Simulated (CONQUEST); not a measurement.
ZnS (Wurtzite-2H):

```
CELL_PARAMETERS angstrom
3.81100 0.00000 0.00000
0.00000 6.23400 0.00000
0.00000 0.00000 6.60085
ATOMIC_POSITIONS crystal
Zn 0.00000 0.50000 0.33333
Zn 0.50000 0.50000 0.83333
Zn 0.00000 0.00000 0.66667
Zn 0.50000 0.00000 0.16667
S 0.00000 0.88500 0.33333
S 0.50000 0.88500 0.83333
S 0.00000 0.38500 0.66667
S 0.50000 0.38500 0.16667
```

Base run:

* Program: CONQUEST 1.3
* Functional: PBE
* Potentials or basis: PseudoDojo NC PBE, DZP, grid cutoff 120 Ha
* k mesh: 7 × 5 × 4
* Occupations: fermi-dirac, width 0.05 eV
* Spin: no spin polarisation

Its results: band gap on the k mesh 2.47 eV; pressure 4.8 GPa; largest force 0.390 eV/Å.

Question: The run is repeated on the same cell with these changes: potentials or basis from PseudoDojo NC PBE, DZP, grid cutoff 120 Ha to PseudoDojo NC PBE, SZP, grid cutoff 120 Ha. What comes out?

Answer: Band gap on the k mesh 2.62 eV; pressure 5.7 GPa; largest force 0.436 eV/Å.

Caveats: an odd mesh through Γ misses points on the zone boundary, where band edges often lie; the basis of atomic orbitals isn't converged, which shifts pressures, moduli and gaps; the atomic basis is small (some runs).
